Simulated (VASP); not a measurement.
The system is Bi.

```xyz
1
Lattice="-1.9814 1.9814 1.9814 1.9814 -1.9814 1.9814 1.9814 1.9814 -1.9814" Properties=species:S:1:pos:R:3 pbc="T T T"
Bi    0.0000    0.0000    0.0000
```

This isn't the form of Bi at room conditions, which is rhombohedral.

| Property | Result |
| --- | --- |
| Program | VASP 6.6.1 |
| Task | relaxation of cell and atoms |
| Functional | PBE |
| Potentials or basis | VASP PAW PBE potentials, release 64 (Bi_d) |
| Cutoff | 600 eV |
| k mesh | 9 × 9 × 9 |
| Occupations | fermi-dirac, width 0.05 eV |
| Spin | non-collinear spin, zero start, spin-orbit coupling |
| Starting moments | [[0.0, 0.0, 0.0]] μB |

At the start: pressure 2.2 GPa; volume 31.12 Å³/atom.

Task: Where does the relaxation end?

Result: Over 3 steps the energy falls by 8.5 meV/atom and the volume is 32.43 Å³/atom (+4.2 %); space group Im-3m (No. 229, to 0.05 Å); moment 0.00 μB per cell.

The path:
```tsv
step	energy change (eV)	largest force (eV/Å)	pressure (GPa)	volume (Å³)
1	0.0000	0.0000	2.16	31.12
2	-0.0069	0.0000	-0.84	33.04
3	-0.0085	0.0000	0.02	32.43
```

Final structure:
```yaml
crystal:
  lattice:
    - [-2.00891, 2.00891, 2.00891]
    - [2.00891, -2.00891, 2.00891]
    - [2.00891, 2.00891, -2.00891]
  atoms:
    - { symbol: Bi, position: [0.00000, 0.00000, 0.00000] }
```
